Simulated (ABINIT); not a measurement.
TaN:

```
CELL_PARAMETERS angstrom
0.00000 2.21132 2.21132
2.21132 0.00000 2.21132
2.21132 2.21132 0.00000
ATOMIC_POSITIONS crystal
Ta 0.50000 0.50000 0.50000
N 0.00000 0.00000 0.00000
```

The cell comes from a database or a generator and needn't be the stable form of this composition.

Base run:

* Program: ABINIT 10.8.3 (patched build)
* Functional: r2SCAN
* Potentials or basis: JTH PAW PBE v2.0
* Cutoff: 844 eV
* k mesh: 10 × 10 × 10
* Occupations: fermi-dirac, width 0.05 eV
* Spin: no spin polarisation

Its results: band gap on the k mesh none (metal or under the smearing width); pressure -3.9 GPa.

**Question.** After a change of settings the same cell gave: band gap on the k mesh none (metal or under the smearing width); pressure 2.9 GPa. Which change was it?
A. functional from r2SCAN to BLYP
B. functional from r2SCAN to revPBE
C. functional from r2SCAN to AM05
D. functional from r2SCAN to RPBE

**Answer.** D.

Caveats: the highest band is partly filled, so the run has too few bands; the PAW data sets were made with another functional, which shifts forces and pressure a little.

Runs at the PBE level aren't shown here.
